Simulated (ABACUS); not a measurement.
Crystal: Ni.

```
Ni
1.0
     0.00000    1.73757    1.73757
     1.73757    0.00000    1.73757
     1.73757    1.73757    0.00000
Ni
1
Cartesian
  0.0000 0.0000 0.0000
```

* Program: ABACUS 3.10.1
* Task: single point
* Functional: PBE
* Potentials or basis: PseudoDojo NC SR 0.4.1 PBE standard
* Cutoff: 1333 eV
* Density cutoff: 5333 eV
* Basis: plane waves
* k mesh: 13 × 13 × 13
* Occupations: fermi-dirac, width 0.05 eV
* Spin: collinear spin, ferromagnetic start
* Starting moments: [1.0] μB

On this cell: pressure 8.3 GPa; net moment 0.63 μB per cell; band gap on the k mesh none (metal or under the smearing width).

The same run follows on a disturbed copy (cell strained at random at fixed volume):

```
CELL_PARAMETERS angstrom
0.01655 1.75725 1.76824
1.71912 0.01633 1.76846
1.71447 1.75283 0.02098
ATOMIC_POSITIONS crystal
Ni 0.00651 0.01144 0.96710
```

**Question.** What changes?

**Answer.** The energy (extrapolated to zero smearing) moves by +3.4 meV/atom; pressure 8.4 GPa; net moment 0.63 μB per cell; band gap on the k mesh none (metal or under the smearing width).

Stress tensor (GPa, compression positive):
```
10.34 -1.12 -1.91
-1.12  7.81 -1.60
-1.91 -1.60  6.92
```
